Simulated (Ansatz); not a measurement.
**CO2: Wannier functions and tight-binding models**

Where do the localised orbitals of CO2 sit, how far are they spread, and how do the settings change that? The runs, in order: PBE, anion s p, 6×6×6; PBE, anion s p, 4×4×4; PBE, anion s p, 8×8×8; PBE, anion p, 6×6×6; PBE, all s p, disentangled, 6×6×6; r2SCAN, anion s p, 6×6×6; r2SCAN, anion p, 6×6×6 (level, trial orbitals, Wannier mesh).

Program: Ansatz 0.2.0. Level of theory: plane waves, PAW. These are calculated values, not measurements.

3 further runs of the same task are left out: 3 that didn't finish.

### Step 1. The system as given

It takes space group I-42d (No. 122, tetragonal). Conventional cell: a = 3.910 Å, b = 3.910 Å, c = 5.935 Å, α = 90.00°, β = 90.00°, γ = 90.00°. Around C (site symmetry -4) lie 4 O at 1.39 Å. O (site symmetry 2) is surrounded by 2 C at 1.39 Å.

Coordinates:

```cif
data_structure
_symmetry_space_group_name_H-M 'P 1'
_symmetry_Int_Tables_number 1
_cell_length_a 4.0556
_cell_length_b 4.0556
_cell_length_c 4.0556
_cell_angle_alpha 122.367
_cell_angle_beta 122.367
_cell_angle_gamma 85.947
_cell_volume 45.36
loop_
_atom_site_label
_atom_site_type_symbol
_atom_site_fract_x
_atom_site_fract_y
_atom_site_fract_z
_atom_site_occupancy
C1 C 0.00000 0.00000 0.00000 1
C2 C 0.75000 0.25000 0.50000 1
O1 O 0.37500 0.29235 0.41735 1
O2 O 0.70765 0.12500 0.08265 1
O3 O 0.87500 0.95765 0.58265 1
O4 O 0.04235 0.62500 0.91735 1
```

The cell was relaxed beforehand with r2SCAN; those runs aren't shown.

### Step 2. PBE, anion s p, 6×6×6

Contents of input.yaml:

```yaml
crystal:
  lattice:
    - [-1.9548127153, 1.9548127153, 2.9673315043]
    - [1.9548127153, -1.9548127153, 2.9673315043]
    - [1.9548127153, 1.9548127153, -2.9673315043]
  atoms:
    - { symbol: C, position: [0.0, 0.0, 0.0] }
    - { symbol: C, position: [0.75, 0.25, 0.5] }
    - { symbol: O, position: [0.375, 0.2923507872, 0.4173507872] }
    - { symbol: O, position: [0.7076492128, 0.125, 0.0826492128] }
    - { symbol: O, position: [0.875, 0.9576492128, 0.5826492128] }
    - { symbol: O, position: [0.0423507872, 0.625, 0.9173507872] }
kpoints:
  mp_grid: { grid: [8, 8, 8] }
  band_path:
    path:
      - [[0.0, 0.0, 0.0], [-1.170486125498e-17, 1.170486125498e-17, 0.5], [0.25, 0.25, 0.25], [1.143618701531e-17, 0.5, -1.143618701531e-17], [0.0, 0.0, 0.0], [0.5, 0.5, -0.5], [0.3584971134941, 0.6415028865059, -0.3584971134941]]
      - [[-0.3584971134941, 0.3584971134941, 0.3584971134941], [0.0, 0.0, 0.0]]
      - [[-1.170486125498e-17, 1.170486125498e-17, 0.5], [-0.2169942269882, 0.2169942269882, 0.5]]
      - [[0.5, 0.5, -0.2169942269882], [0.5, 0.5, -0.5]]
    npoints: 10
hamiltonian:
  xc: pbe
scf:
  occupations: { method: fixed }
  n_extra_bands: 6
output:
  forces: false
  stress: false
  eigenvalues: true
  wannier:
    kmesh: [6, 6, 6]
    projections: [{ species: O, l: s, shell: 2 }, { species: O, l: p, shell: 2 }]
    minimise: true
    write_hr: true
    conv_tol: 1.0e-08
    max_iter: 3000
```

Started as:

```
ansatz run input.yaml --threads 4 --pin off --max-ram 5529MiB --backend cpu --events-out ev --progress --plain --runs-dir out
```

The runs that follow: PBE, anion s p, 4×4×4; PBE, anion s p, 8×8×8; PBE, anion p, 6×6×6; PBE, all s p, disentangled, 6×6×6; r2SCAN, anion s p, 6×6×6; r2SCAN, anion p, 6×6×6.

Before running them: what should the planned runs give, taken together? Wanted: total spread, PBE, anion s p, 6×6×6; total spread, PBE, anion s p, 4×4×4; total spread, PBE, anion s p, 8×8×8; total spread, PBE, anion p, 6×6×6; total spread, PBE, all s p, disentangled, 6×6×6; total spread, r2SCAN, anion s p, 6×6×6; total spread, r2SCAN, anion p, 6×6×6; centres of the first set.

**Answer**, as computed:

```
                                       quantity                                 value
            total spread, PBE, anion s p, 6×6×6             8.59 Å² over 16 functions
            total spread, PBE, anion s p, 4×4×4             8.40 Å² over 16 functions
            total spread, PBE, anion s p, 8×8×8             8.66 Å² over 16 functions
              total spread, PBE, anion p, 6×6×6             9.96 Å² over 12 functions
total spread, PBE, all s p, disentangled, 6×6×6            11.09 Å² over 24 functions
         total spread, r2SCAN, anion s p, 6×6×6             8.46 Å² over 16 functions
           total spread, r2SCAN, anion p, 6×6×6             9.78 Å² over 12 functions
                       centres of the first set  0.28 to 0.53 Å from the nearest atom
```

In words: With PBE, anion s p, 6×6×6 the 16 functions move off the atoms, with a mean spread of 0.54 Å²; 86 % of the total is gauge invariant. The total spread goes from 8.40 Å² on 4×4×4 to 8.66 Å² on 8×8×8: finite differences in k understate it on coarse meshes, while the largest miss of a band goes from 0.01 to 0.00 eV. On one set and mesh the functional gives 8.59 (PBE), 8.46 (r2SCAN) Å². The disentangled models miss some band by up to 0.8 eV, which may lie outside their frozen windows.
